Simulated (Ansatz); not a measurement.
**What a trial cell of SnSe relaxes into**

Level of theory: DFT PBE, scalar-relativistic, plane waves, PAW (Ansatz 0.2.0). Cutoff 420 eV, Γ-centred k mesh, Gaussian smearing, no spin polarisation in the final step.

The start puts SnSe on the litharge structure type (P4/nmm, No. 129), with Sn in place of Pb, Se in place of O, at a guessed volume.

```xyz
4
Lattice="4.5058 0.0000 0.0000 0.0000 4.5058 0.0000 0.0000 0.0000 5.6934" Properties=species:S:1:pos:R:3 pbc="T T T"
Sn    0.0000    2.2529    1.3385
Sn    2.2529    0.0000    4.3549
Se    0.0000    0.0000    0.0000
Se    2.2529    2.2529    0.0000
```

Cell and atoms relax at zero pressure; the relaxation can't lower the symmetry of the start. After a coarse first stage the cell is made exact in the group found at 0.06 Å.

Formation energies are uncorrected and refer to the elements' standard structures at the same level.

(1) Which crystal results?

(2) What are its volume, energy, density and gap?

## Answers

(1) It keeps P4/nmm (No. 129), but not the shape of the type it started on. Conventional cell: a = 5.169 Å, c = 4.427 Å. Sn has 4 Se at 2.89 Å; Se has 4 Sn at 2.89 Å.

```xyz
4
Lattice="5.1692 0.0000 0.0000 0.0000 5.1692 0.0000 0.0000 0.0000 4.4272" Properties=species:S:1:pos:R:3 pbc="T T T"
Sn    0.0000    2.5846    1.2824
Sn    2.5846    0.0000    3.1449
Se    0.0000    0.0000    0.0000
Se    2.5846    2.5846    0.0000
```

(2) The volume per atom is 29.6 Å³ and the density is 5.5 g/cm³. The energy over the elements is -0.294 eV/atom. The gap on the 8×8×8 mesh is 0.41 eV.

The final run used a 8×8×8 mesh on its 4-atom cell and 0.02 eV smearing. Weakly bound directions are ill-defined at this level, which has no dispersion term. A structure relaxed within its symmetry needn't be a true minimum.